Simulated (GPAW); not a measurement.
# Ni (P6_3/mmc) in GPAW: reference runs

How does Ni come out in PBE? The cell is run as given.

Program: GPAW 26.7.0. These are calculated values, not measurements. Logs are shortened: lines on timing, memory, paths and dates and some standing lists are left out, and cuts for length are marked. The log counts tension as positive stress, the text compression.

## Step 1: Starting point

The structure is hexagonal, space group P6_3/mmc (No. 194). The conventional cell has a = 2.448 Å, b = 2.448 Å, c = 4.073 Å, α = 90.00°, β = 90.00°, γ = 120.00°. Ni (site symmetry -6m2) is surrounded by 12 Ni at 2.45 to 2.48 Å.

This isn't the form of Ni at room conditions, which is fcc.

## Step 2: Single point, PBE, collinear spin, ferromagnetic start

Input file run.py:

```python
from ase import Atoms
from ase.dft.bandgap import bandgap
from ase.io import write
from ase.units import GPa
from gpaw import GPAW, PW

atoms = Atoms(['Ni', 'Ni'],
              cell=[[2.4480228978, 0.0, 0.0],
                    [-1.2240114489, 2.1200500186, 0.0],
                    [0.0, 0.0, 4.07280757]],
              scaled_positions=[[0.6666666667, 0.3333333333, 0.75],
                                [0.3333333333, 0.6666666667, 0.25]],
              pbc=True)
atoms.set_initial_magnetic_moments([1.0, 1.0])

calc = GPAW(mode=PW(600),
            xc='PBE',
            kpts={'size': (12, 12, 7), 'gamma': True},
            occupations={'name': 'fermi-dirac', 'width': 0.05},
            nbands=29,
            convergence={'density': 1e-05, 'energy': 1e-05},
            maxiter=150,
            txt='gpaw.txt')
atoms.calc = calc
energy = atoms.get_potential_energy()
forces = atoms.get_forces()
stress = atoms.get_stress()
calc.write('gs.gpw')
write('result.traj', atoms)
print(f'Energy: {energy:.6f} eV')
print('Forces (eV/A):')
print(forces.round(4))
print('Stress (GPa):', (stress / GPa).round(3))
print('Moments:', calc.get_magnetic_moments().round(3))
print('Fermi level:', round(calc.get_fermi_level(), 4), 'eV')
print(f'Gap: {bandgap(calc)[0]:.4f} eV, direct: {bandgap(calc, direct=True)[0]:.4f} eV')
```

Potentials or basis: GPAW PAW data sets (gpaw-data 1.2.1), pw.

Started as:

```
OMP_NUM_THREADS=1 python run.py
```

gpaw.txt:

```text
__  _  _
 | _ |_)|_||  |
 |__||  | ||/\| - 26.7.0

Input parameters:
  mode=PW(ecut=600.0),
  convergence={'density': 1e-05, 'energy': 1e-05},
  kpts=MonkhorstPack(size=(12, 12, 7), gamma=True),
  maxiter=150,
  nbands=29,
  occupations=Occupations(name='fermi-dirac', width=0.05),
  xc=XC(name='PBE')

Diagonalizing LCAO Hamiltonian
Converting LCAO to pw mode

          Ni

        Ni

Atoms  # Å, Bohr magnetons
|   | symbol |         x |        y |        z |    initial magnetic moments |
|---|--------|-----------|----------|----------|-----------------------------|
| 0 |     Ni |  1.224011 | 0.706683 | 3.054606 | ( 0.0000,  0.0000,  1.0000) |
| 1 |     Ni | -0.000000 | 1.413367 | 1.018202 | ( 0.0000,  0.0000,  1.0000) |

Unit cell  # Å
| periodic |         x |        y |        z |  lengths |     angles |
|----------|-----------|----------|----------|----------|------------|
|      yes |  2.448023 | 0.000000 | 0.000000 | 2.448023 |  90.000000 |
|      yes | -1.224011 | 2.120050 | 0.000000 | 2.448023 |  90.000000 |
|      yes |  0.000000 | 0.000000 | 4.072808 | 4.072808 | 120.000000 |

Number of symmetries: 12
Symmetry operations  # r_c * U_cc + t_c -> r_c
|    | kind |            matrix            |
|----|------|------------------------------|
|  0 |  σ   |  1, 1, 0,  0,-1, 0,  0, 0, 1 |
|  1 |  S6  |  1, 1, 0, -1, 0, 0,  0, 0,-1 |
|  2 |  E   |  1, 0, 0,  0, 1, 0,  0, 0, 1 |
|  3 |  C2  |  1, 0, 0, -1,-1, 0,  0, 0,-1 |
|  4 |  C2  |  0, 1, 0,  1, 0, 0,  0, 0,-1 |
|  5 |  C3  |  0, 1, 0, -1,-1, 0,  0, 0, 1 |
|  6 |  S6  |  0,-1, 0,  1, 1, 0,  0, 0,-1 |
|  7 |  σ   |  0,-1, 0, -1, 0, 0,  0, 0, 1 |
|  8 |  σ   | -1, 0, 0,  1, 1, 0,  0, 0, 1 |
|  9 |  i   | -1, 0, 0,  0,-1, 0,  0, 0,-1 |
| 10 |  C3  | -1,-1, 0,  1, 0, 0,  0, 0, 1 |
| 11 |  C2  | -1,-1, 0,  0, 1, 0,  0, 0,-1 |

BZ-sampling:
  Number of BZ points: 1008
  Number of IBZ points: 112

  Monkhorst-Pack size: [12, 12, 7]
  Monkhorst-Pack shift: [0.041666666666666664, 0.041666666666666664, 0.0]

K-points  # in reciprocal-cell coordinates
|     |                                coordinates |     weight |
|-----|--------------------------------------------|------------|
|   0 | ( -0.00000000,  -0.00000000,   0.00000000) | 0.00099206 |
|   1 | ( -0.00000000,  -0.00000000,   0.14285714) | 0.00198413 |
|   2 | ( -0.00000000,  -0.00000000,   0.28571429) | 0.00198413 |
|   3 | ( -0.00000000,  -0.00000000,   0.42857143) | 0.00198413 |
|   4 | (  0.08333333,  -0.00000000,  -0.42857143) | 0.00595238 |
|   5 | (  0.08333333,  -0.00000000,  -0.28571429) | 0.00595238 |
|   6 | (  0.08333333,  -0.00000000,  -0.14285714) | 0.00595238 |
|   7 | (  0.08333333,  -0.00000000,   0.00000000) | 0.00595238 |
|   8 | (  0.08333333,  -0.00000000,   0.14285714) | 0.00595238 |
|   9 | (  0.08333333,  -0.00000000,   0.28571429) | 0.00595238 |
| ... |                                            |            |
| 111 | (  0.50000000,   0.50000000,   0.42857143) | 0.00595238 |

Plane wave coefficients: 722
Cutoff: 600.0 eV

Spin-components: 2 (collinear spins)
Bands:           29
Projectors:      12
Spin-degeneracy: 1
Datatype:        complex128

Density:
  Valence electrons: 32.0
  Components: 2
  Grid points: [14 14 24]
  Charge: 0.0  # |e|

Potential:
  Grid points: [14 14 24]

species:
  Ni:
    name:    Nickel
    Z:       28.0
    valence: 16
    core:    12
    charge:  0.0  # [|e|]
    compensation charges:
      type: gauss
      rc: 0.36  # [Å]
      lmax: 2
    cutoffs:
      filter: 2.14  # [Å]
      core: 1.98  # [Å]
    projectors
    | kind |    occ | energy [eV] | rcut [Å] |
    |------|--------|-------------|----------|
    |   4s |  2.000 |      -5.642 |    1.164 |
    |   3p |  6.000 |     -71.394 |    1.207 |
    |   4p |  0.000 |      -1.226 |    1.207 |
    |   3d |  8.000 |      -8.875 |    1.138 |
    |    s |        |      21.570 |    1.164 |
    |    d |        |      18.337 |    1.138 |

    Using partial waves for Ni as LCAO basis

Reference energy: -82735.996895  # eV

eigensolver:
  PPCG
  Converge bands: occupied
  niter=2

density mixing:
  MSR1-Mixer
  Pratt-step length: 0.05
  Maximum mixing coefficient: 0.75
  Old densities: 10
  SVD Regularization: 0.005
  Good broyden scale: 1.0
  Trust region scale: 1.0
  Backstep threshold: 4.0
  History deletion threshold: 6.0
  Fourier metric: weight=20.0, sigma=0.015

occupation numbers:
  Fermi-Dirac:
    width: 0.0500  # eV

poisson solver:
  ecut: 4800.0  # eV

xc functional:
  name: PBE with 2 nearest neighbor stencil

convergence criteria:
- Maximum integral of absolute [dens]ity change: 1e-05 electrons / valence electron
- Maximum [total energy] change in last 3 cyles: 1e-05 eV / valence electron
- Maximum integral of absolute [eigenst]ate change: 4e-08 eV^2 / valence electron
maximum number of iterations: 150

SCF iterations
|iter     | |      energy | eigst |  dens |  magmom |
|---------|-|-------------|-------|-------|---------|
|iter:   1| |  -14.258748 | +0.15 |       |  +2.0018|
|iter:   2| |  -14.275282 | -2.64 | -1.51 |  +1.9751|
|iter:   3| |  -14.456832 | -2.60 | -1.54 |  +1.6432|
|iter:   4| |  -14.485444 | -2.87 | -1.82 |  +1.3348|
|iter:   5| |  -14.486178 | -4.33 | -2.53 |  +1.3624|
|iter:   6| |  -14.486305 | -5.89 | -2.84 |  +1.3175|
|iter:   7| |  -14.486311c| -6.31 | -3.24 |  +1.3112|
|iter:   8| |  -14.486309c| -7.31 | -3.61 |  +1.3126|
|iter:   9| |  -14.486308c| -8.33c| -4.24 |  +1.3134|
|iter:  10| |  -14.486307c| -7.92c| -4.68 |  +1.3136|
|iter:  11| |  -14.486307c| -8.07c| -5.11c|  +1.3136|

Converged in 11 steps
Energy contributions relative to reference atoms: (reference = -82735.996895)

Energy contributions:
  Kinetic:          16.001917
  Coulomb:         -11.630324
  Zero:              0.163277
  External:          0.000000
  Xc:              -19.004364
  Entropy:          -0.033624
  Spinorbit:         0.000000
  ----------------------------
  Free energy:     -14.503118
  Extrapolated:    -14.486307

dipole moment: (0.000001, 0.000001, 0.000002)  # |e|*Ang

Total magnetic moment: (0.000000, 0.000000, 1.313645)

Local magnetic moments
|        x |        y |        z |
|----------|----------|----------|
| 0.000000 | 0.000000 | 0.692955 |  # Ni   0
| 0.000000 | 0.000000 | 0.692955 |  # Ni   1

Fermi level: 8.989
Eigenvalues  # (at kpt = [-0.000, -0.000, 0.000])
| band index |      eig [eV] | occ [0-1] |      eig [eV] | occ [0-1] |
|------------|---------------|-----------|---------------|-----------|
|          0 |       -55.265 |     1.000 |       -54.437 |     1.000 |
|        ... |               |           |               |           |
|         10 |         6.477 |     1.000 |         7.198 |     1.000 |
|         11 |         6.747 |     1.000 |         7.489 |     1.000 |
|         12 |         6.747 |     1.000 |         7.489 |     1.000 |
|         13 |         7.274 |     1.000 |         7.969 |     1.000 |
|         14 |         7.274 |     1.000 |         7.969 |     1.000 |
|         15 |         8.200 |     1.000 |         8.143 |     1.000 |
[... 8 lines left out ...]
|         24 |        35.252 |     0.000 |        35.366 |     0.000 |
|         25 |        35.252 |     0.000 |        35.366 |     0.000 |
|        ... |               |           |               |           |
|         28 |        40.441 |     0.000 |        40.351 |     0.000 |

No gap
No difference between direct/indirect transitions

Forces  # eV/Ang
|        x |        y |        z |
|----------|----------|----------|
| -0.00000 | -0.00000 |  0.00004 |  # Ni   0
|  0.00000 |  0.00000 | -0.00004 |  # Ni   1

Stress tensor  # eV/Ang^3
|         x |         y |         z |
|-----------|-----------|-----------|
| -0.068893 |  0.000000 |  0.000000 |
|  0.000000 | -0.068893 |  0.000000 |
|  0.000000 |  0.000000 | -0.044266 |

# Writing to gs.gpw (mode='')
```

It took 98 s on 1 thread of Arm Neoverse V1, shared host; peak memory 0.22 GiB.

What came out:

```
Free energy            : -14.5031 eV
Pressure               : 9.7 GPa
Band gap on the k mesh : none (metal or under the smearing width)
Net moment             : 1.31 μB per cell
Site moments           : Ni +0.69 μB
```

Caveat: the stock nickel data set gives pressures a few GPa off other programs.

## Step 3: Equation of state, PBE, collinear spin, ferromagnetic start

Input file run.py:

```python
from ase.eos import EquationOfState
from ase.io import Trajectory, read
from ase.units import GPa
from gpaw import GPAW, PW

atoms = read('Ni.xyz')
atoms.set_initial_magnetic_moments([1.0, 1.0])

traj = Trajectory('eos.traj', 'w')
volumes, energies = [], []
for x in [0.94, 0.96, 0.98, 1.0, 1.02, 1.04, 1.06]:
    a = atoms.copy()
    a.set_cell(atoms.cell * x**(1 / 3), scale_atoms=True)
    calc = GPAW(mode=PW(600),
                xc='PBE',
                kpts={'size': (12, 12, 7), 'gamma': True},
                occupations={'name': 'fermi-dirac', 'width': 0.05},
                nbands=29,
                convergence={'density': 1e-05, 'energy': 1e-05},
                maxiter=150,
                txt=f'eos-{x:.2f}.txt')
    a.calc = calc
    energies.append(a.get_potential_energy(force_consistent=True))
    volumes.append(a.get_volume())
    p = -a.get_stress()[:3].mean() / GPa
    calc.write(f'eos-{x:.2f}.gpw')
    traj.write(a)
    print(f'{x:.2f} {volumes[-1]:10.4f} A^3 {energies[-1]:14.6f} eV {p:9.3f} GPa', flush=True)

v0, e0, B = EquationOfState(volumes, energies, eos='birchmurnaghan').fit()
print(f'V0 = {v0:.4f} A^3, E0 = {e0:.6f} eV, B0 = {B / GPa:.2f} GPa')
```

Input file Ni.xyz:

```xyz
2
Lattice="2.4480228978 0.0000000000 0.0000000000 -1.2240114489 2.1200500186 0.0000000000 0.0000000000 0.0000000000 4.0728075700" Properties=species:S:1:pos:R:3 pbc="T T T"
Ni     1.2240114490      0.7066833395      3.0546056775
Ni    -0.0000000001      1.4133666791      1.0182018925
```

Potentials or basis: GPAW PAW data sets (gpaw-data 1.2.1), pw.

Started as:

```
OMP_NUM_THREADS=1 python run.py
```

Output:

```text
__  _  _
 | _ |_)|_||  |
 |__||  | ||/\| - 26.7.0

Input parameters:
  mode=PW(ecut=600.0),
  convergence={'density': 1e-05, 'energy': 1e-05},
  kpts=MonkhorstPack(size=(12, 12, 7), gamma=True),
  maxiter=150,
  nbands=29,
  occupations=Occupations(name='fermi-dirac', width=0.05),
  xc=XC(name='PBE')

Diagonalizing LCAO Hamiltonian
Converting LCAO to pw mode

          Ni

        Ni

Atoms  # Å, Bohr magnetons
|   | symbol |         x |        y |        z |    initial magnetic moments |
|---|--------|-----------|----------|----------|-----------------------------|
| 0 |     Ni |  1.199025 | 0.692257 | 2.992249 | ( 0.0000,  0.0000,  1.0000) |
| 1 |     Ni | -0.000000 | 1.384514 | 0.997416 | ( 0.0000,  0.0000,  1.0000) |

Unit cell  # Å
| periodic |         x |        y |        z |  lengths |     angles |
|----------|-----------|----------|----------|----------|------------|
[... 151 lines left out ...]
  Free energy:     -14.359565
  Extrapolated:    -14.343469

dipole moment: (0.000001, 0.000001, 0.000002)  # |e|*Ang

Total magnetic moment: (0.000000, 0.000000, 1.245963)

Local magnetic moments
|        x |        y |        z |
|----------|----------|----------|
| 0.000000 | 0.000000 | 0.653927 |  # Ni   0
| 0.000000 | 0.000000 | 0.653927 |  # Ni   1

Fermi level: 9.864
Eigenvalues  # (at kpt = [-0.000, -0.000, 0.000])
| band index |      eig [eV] | occ [0-1] |      eig [eV] | occ [0-1] |
|------------|---------------|-----------|---------------|-----------|
|          0 |       -54.507 |     1.000 |       -53.721 |     1.000 |
|        ... |               |           |               |           |
|         10 |         7.201 |     1.000 |         7.885 |     1.000 |
|         11 |         7.501 |     1.000 |         8.206 |     1.000 |
|         12 |         7.501 |     1.000 |         8.206 |     1.000 |
|         13 |         8.076 |     1.000 |         8.737 |     1.000 |
|         14 |         8.076 |     1.000 |         8.737 |     1.000 |
|         15 |         8.940 |     1.000 |         8.892 |     1.000 |
[... 8 lines left out ...]
|         24 |        37.155 |     0.000 |        37.270 |     0.000 |
|         25 |        37.155 |     0.000 |        37.270 |     0.000 |
|        ... |               |           |               |           |
|         28 |        42.267 |     0.000 |        42.186 |     0.000 |

No gap
No difference between direct/indirect transitions

Stress tensor  # eV/Ang^3
|         x |         y |         z |
|-----------|-----------|-----------|
| -0.180968 |  0.000000 |  0.000000 |
|  0.000000 | -0.180968 | -0.000000 |
|  0.000000 |  0.000000 | -0.151511 |

# Writing to eos-0.94.gpw (mode='')
```

Run time: 9.1 min. Hardware: 1 thread of Arm Neoverse V2, shared host; peak memory 0.27 GiB.

Results:

```yaml
Equilibrium_volume: 11.04 Å³/atom
Bulk_modulus_at_fixed_shape_and_positions: 202 GPa
Pressure_derivative_of_the_bulk_modulus: 4.8
```

Energy against volume, from the lowest point:
| volume (Å³/atom) | energy (meV/atom) |
| --- | --- |
| 9.935 | 85.45 |
| 10.146 | 53.61 |
| 10.357 | 29.97 |
| 10.569 | 13.67 |
| 10.780 | 3.92 |
| 10.992 | 0.00 |
| 11.203 | 1.35 |

Caveat: the cell was scaled at fixed shape and fractional positions, which overstates the stiffness of a crystal with free parameters, most of all of layers and chains.
